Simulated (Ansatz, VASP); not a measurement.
NaI: VASP beside Ansatz

```
Na I
1.0
     0.00000    3.16513    3.26202
     3.16513    0.00000    3.26202
     3.16513    3.16513    0.00000
Na I
1 1
Direct
  0.00000 0.00000 0.00000
  0.50000 0.50000 0.50000
```

Change from the starting cell: epitaxial_xy strain -2.0%.

Alike in both runs: task single point; functional PBE; k mesh 8 × 8 × 8; occupations fermi-dirac, width 0.02 eV; no spin polarisation.

|  | VASP | Ansatz |
| --- | --- | --- |
| version | VASP 6.6.1 | Ansatz 0.2.0 |
| potentials or method | VASP PAW PBE potentials, release 64 (Na_pv, I) | plane waves, PAW |
| plane-wave cutoff (eV) | 520 | 420 |
| valence electrons in the cell | 14 | 26 |

```tsv
	VASP	Ansatz	Ansatz less VASP
gap on the k mesh at the Fermi level (eV)	3.72	3.73	+0.004
pressure (GPa)	1.2	1.1	-0.03
largest component of the traceless stress (GPa)	0.60	0.60	-0.004
```

The functional is the same, so the differences come from potentials, cutoffs and numerics. The two sets of potentials don't hold the same shells in valence.

Caveats: spin-orbit coupling is left out, which moves the levels of the heavy elements.
